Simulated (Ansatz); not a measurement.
## AlRu: a vibration from a frozen displacement

These are results of DFT PBE, scalar-relativistic, plane waves, PAW (Ansatz), not measurements. Settings: plane waves to 420 eV, k-mesh 20×20×20 (Γ-centred), Gaussian smearing 0.15 eV. No spin polarisation. Energies are free energies at this smearing, counted from the undisturbed cell; pressure is positive in compression.

The starting cell (relaxed at this level; it needn't be the usual structure):

```
CELL_PARAMETERS angstrom
3.00408 0.00000 0.00000
0.00000 3.00408 0.00000
0.00000 0.00000 3.00408
ATOMIC_POSITIONS crystal
Al 0.00000 0.00000 0.00000
Ru 0.50000 0.50000 0.50000
```

Every Ru atom is moved by x along the Cartesian unit vector (0.000, 0.000, 1.000); the cell and all other atoms stay fixed. The cell's volume is 27.11 Å³; the moved atoms weigh 101.070 u together and the others 26.982 u. Some rows repeat others by symmetry and weren't run.

| x (Å) | ΔE (meV/cell) | total force on the moved atoms along the move (eV/Å) | pressure (GPa) |
| --- | --- | --- | --- |
| -0.1000 | 37.03 | 0.7397 | 0.7283 |
| -0.0875 | 28.36 | 0.6476 | 0.5562 |
| -0.0750 | 20.84 | 0.5553 | 0.4068 |
| -0.0625 | 14.47 | 0.4630 | 0.2803 |
| -0.0500 | 9.26 | 0.3705 | 0.1766 |
| -0.0375 | 5.21 | 0.2780 | 0.0959 |
| -0.0250 | 2.32 | 0.1854 | 0.0383 |
| -0.0125 | 0.58 | 0.0927 | 0.0037 |
| 0.0000 | 0.00 | 0.0000 | -0.0079 |
| 0.0125 | 0.58 | -0.0927 | 0.0037 |
| 0.0250 | 2.32 | -0.1854 | 0.0383 |
| 0.0375 | 5.21 | -0.2780 | 0.0959 |
| 0.0500 | 9.26 | -0.3705 | 0.1766 |
| 0.0625 | 14.47 | -0.4630 | 0.2803 |
| 0.0750 | 20.84 | -0.5553 | 0.4068 |
| 0.0875 | 28.36 | -0.6476 | 0.5562 |
| 0.1000 | 37.03 | -0.7397 | 0.7283 |

Q: What frequency belongs to this motion?

A: The force constant is k = −dF/dx = 7.416 eV/Å², from the parabola through x = -0.0125, 0 and 0.0125. In every cell the moved atoms swing against the rest, so the mass is μ = m₁m₂/(m₁ + m₂) = 21.296 u, and ν̃ = 521.5 cm⁻¹ × √(|k|/μ) = 308 cm⁻¹. To first order in x, and within 1 %, the force on every atom lies along the move and, within each of the two groups, in proportion to the atom's mass, so this is itself a mode at the zone centre of this cell.

Q: How far does the harmonic law reach?

A: At x = -0.100 Å, kx²/2 = 37.08 meV against the computed 37.03 meV (-0.1 %): the well is still close to harmonic there.

Q: The pressure changes with x². What does that say about the frequency under compression?

A: With E = k(V)x²/2, k ∝ V^(−2γ) and x scaling with the cell as V^(1/3), P − P0 = −∂E/∂V = (2γ − 2/3) ΔE/V. At x = 0.0250 Å, V(P − P0) = 27.11 × 0.04615 / 160.2 eV = 7.81 meV and ΔE = 2.32 meV, so γ = 1/3 + V(P − P0)/(2ΔE) = 2.02. This is the Grüneisen parameter of the motion under uniform scaling of the cell: shrinking the cell evenly by 1 % in volume raises the frequency by about 2.02 %.

In a metal these slopes depend on the k mesh and the smearing.

The single well with a restoring force almost linear in displacement shows that Ru is firmly held at the centre of its Al cage, with no tendency to move off-centre along this path. Inversion symmetry removes the cubic term, so only a very weak softening from higher even terms remains. The stiffness probably reflects Ru d–Al sp hybridisation together with short-range repulsion. Moving Ru along a cube axis shortens four of its Al contacts and lengthens the other four, and the steeper resistance to shortening accounts for both the rise in pressure and the hardening of the mode under compression.

Although Ru is the atom displaced here, in the actual vibration the lighter Al carries most of the motion. Cubic symmetry makes this optical mode threefold degenerate, and metallic screening removes the long-range field that would split it in a polar insulator. The harmonic frequency therefore holds for every direction, but the near-absence of anharmonicity does not: along a body diagonal, where Ru heads straight for an Al neighbour, the quartic term may differ.
